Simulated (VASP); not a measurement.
A run of VASP 6.6.1 is set up as follows.

INCAR

```
SYSTEM = Ag
PREC = Accurate ; ENCUT = 600
EDIFF = 1E-6 ; ISMEAR = 0
SIGMA = 0.1 ; LREAL = .FALSE.
LASPH = .TRUE. ; NELM = 100
ALGO = Fast ; ISIF = 3
LWAVE = .FALSE. ; LCHARG = .FALSE.
GGA = PS ; IBRION = 2
NSW = 100 ; EDIFFG = -0.005
```

KPOINTS

```
Automatic mesh
0
G
  18 18 10
  0 0 0
```

File POSCAR:

```
Ag
1.0
    2.9300000000      0.0000000000      0.0000000000
   -1.4650000000      2.5374544331      0.0000000000
    0.0000000000      0.0000000000      4.7900000000
Ag
2
Direct
    0.3333333333      0.6666666667      0.2500000000
    0.6666666667      0.3333333333      0.7500000000
```

Potentials or basis: VASP PAW PBE potentials, release 64 (Ag).

Run with:

```console
$ cat potpaw_PBE.64/Ag/POTCAR > POTCAR
$ mpirun -np 1 vasp_std > vasp.out
```

Task: What does it give for the band gap on the k mesh?

Result: None (metal or under the smearing width).

Task: What does it give for the relaxed volume?

Result: 16.67 Å³/atom.

Task: What does it give for the space group after relaxing (to 0.05 Å)?

Result: P6_3/mmc (No. 194).

Task: What does it give for the relaxed cell?

Result: a = 2.865 Å, b = 2.865 Å, c = 4.690 Å, α = 90.00°, β = 90.00°, γ = 120.00°.

The path:
```tsv
step	energy change (eV)	largest force (eV/Å)	pressure (GPa)	volume (Å³)
1	0.0000	0.0000	-6.33	35.61
2	-0.0312	0.0000	4.72	32.11
3	-0.0493	0.0000	0.19	33.33
4	-0.0492	0.0000	-0.20	33.40
5	-0.0492	0.0000	-0.19	33.39
6	-0.0492	0.0000	-0.17	33.39
7	-0.0492	0.0000	-0.14	33.38
8	-0.0492	0.0000	-0.09	33.37
9	-0.0493	0.0000	-0.07	33.35
10	-0.0492	0.0000	0.15	33.30
11	-0.0493	0.0000	0.04	33.33
12	-0.0493	0.0000	0.01	33.34
```

Caveat: the PAW data sets were made with another functional, which shifts forces and pressure a little.
